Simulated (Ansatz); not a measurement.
Runs of Ansatz 0.2.0 on FePt (Tetraferroplatinum). Symmetry: P4/mmm, No. 123, tetragonal system. The conventional cell has a = 2.724 Å, b = 2.724 Å, c = 3.720 Å, α = 90.00°, β = 90.00°, γ = 90.00°. Pt (site symmetry 4/mmm) has 8 Fe at 2.68 Å and 4 Pt at 2.72 Å as nearest neighbours. Fe (site symmetry 4/mmm) has 8 Pt at 2.68 Å and 4 Fe at 2.72 Å as nearest neighbours. 

| task | level | potentials or basis | spin | cell | cutoff (eV) | points for each segment of the path | gap on the mesh (eV) | pressure (GPa) | moment (μB) | relaxed volume (Å³/atom) |
| --- | --- | --- | --- | --- | --- | --- | --- | --- | --- | --- |
| band structure | m-r2SCAN | Ansatz PAW | collinear, ferromagnetic start | as given | 500 | 14 | none | -3.6 | 3.24 | - |
| single point | PBE | Ansatz PAW | collinear, ferromagnetic start | as given | 250 | - | none | 17.6 | 3.26 | - |
| band structure | LDA | Ansatz PAW | non-collinear, ferromagnetic start, SOC | as given | 420 | 14 | none | -13.3 | 3.18 | - |
| relaxation of cell and atoms | BLYP+D4 | Ansatz PAW | collinear, ferromagnetic start | relaxed | 420 | - | none | 0.0 | 3.24 | 13.96 |
| band structure | PBEsol | Ansatz PAW | collinear, ferromagnetic start | as given | 420 | 14 | none | -6.0 | (a) | - |
| relaxation of cell and atoms | exchange-only PBE | Ansatz PAW | collinear, ferromagnetic start | relaxed | 420 | - | none | 0.0 | 3.62 | (b) |

Alike in all rows: k mesh 10 × 10 × 7; smearing fermi-dirac 0.05 eV.

**Question.** Estimate the missing entries.

**Answer.** (a) 3.28; (b) 16.31.

Caveats: the PAW data sets come from PBE, with cores solved anew for the run's functional, which leaves a small shift of forces and pressure (some runs); spin-orbit coupling is left out, which moves the levels of the heavy elements (some runs); the plane-wave basis is chosen anew once the cell has moved, so the energies of steps on either side of that aren't comparable (some runs); the magnetic or orbital state may not be the lowest (some runs); so large a pressure means that the cell lies far from this level's equilibrium, or that cutoff or potentials fall short (some runs); the pressure holds a Pulay correction of +163.4 GPa for the finite cutoff (some runs); the cutoff lies under the one recommended for these potentials (some runs).

A k mesh can miss the band edges, and rows without SOC leave out spin-orbit coupling on Pt.

A gap of «none» marks a metal or a gap under the smearing width.
